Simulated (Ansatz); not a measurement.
Here is an Ansatz 0.2.0 calculation.

input.yaml

```yaml
crystal:
  lattice:
    - [-1.617456, 1.617456, 4.264808]
    - [1.617456, -1.617456, 4.264808]
    - [1.617456, 1.617456, -4.264808]
  atoms:
    - { symbol: I, position: [0.0, 0.0, 0.0] }
kpoints:
  mp_grid: { grid: [8, 8, 8] }
  band_path:
    path:
      - [0.0, 0.0, 0.0]
      - [-0.5, 0.5, 0.0]
      - [-0.5, 0.5, -0.0719177326]
      - [-0.2859588663, 0.2859588663, -0.2859588663]
      - [0.0, 0.0, 0.0]
      - [0.5, 0.5, -0.5]
      - [0.2859588663, 0.7140411337, -0.7140411337]
      - [0.0, 0.5, -0.5]
    npoints: 12
scf:
  occupations: { method: fermi_dirac, width: 0.05 }
hamiltonian:
  xc: blyp
  pseudopotentials: { kind: all_electron, lapw: { basis_error: 0.001 } }
magnetization:
  noncollinear: true
  spin_orbit: true
output:
  forces: true
  stress: true
  eigenvalues: true
```

Potentials or basis: all-electron LAPW, relativistic spinors.

The run is started by

```console
$ ansatz run input.yaml --threads 1 --pin off --max-ram 3072MiB --backend cpu --events-out ev --progress --plain --runs-dir out
```

Predict the pressure.

2.7 GPa.

Predict the band gap along the path.

none (metal or under the smearing width).

Levels at the corners of the path, in eV from the Fermi level:
```tsv
point	band 22	band 23	band 24	band 25	band 26	band 27
Γ	-2.48	0.36	0.36	1.20	1.20	4.18
X	-4.30	-3.58	-3.58	-0.61	-0.61	4.18
Y	-4.17	-3.44	-3.44	-0.83	-0.83	4.61
S	-4.93	-2.17	-2.17	1.59	1.59	5.95
Γ	-2.48	0.36	0.36	1.20	1.20	4.18
Z	-3.80	0.19	0.19	1.09	1.09	7.26
S1	-4.93	-2.17	-2.17	1.59	1.59	5.95
N	-5.14	-1.83	-1.83	1.67	1.67	4.91
```

Caveat: the k mesh is thin for a metal, which can move the energy by tens of meV per atom.
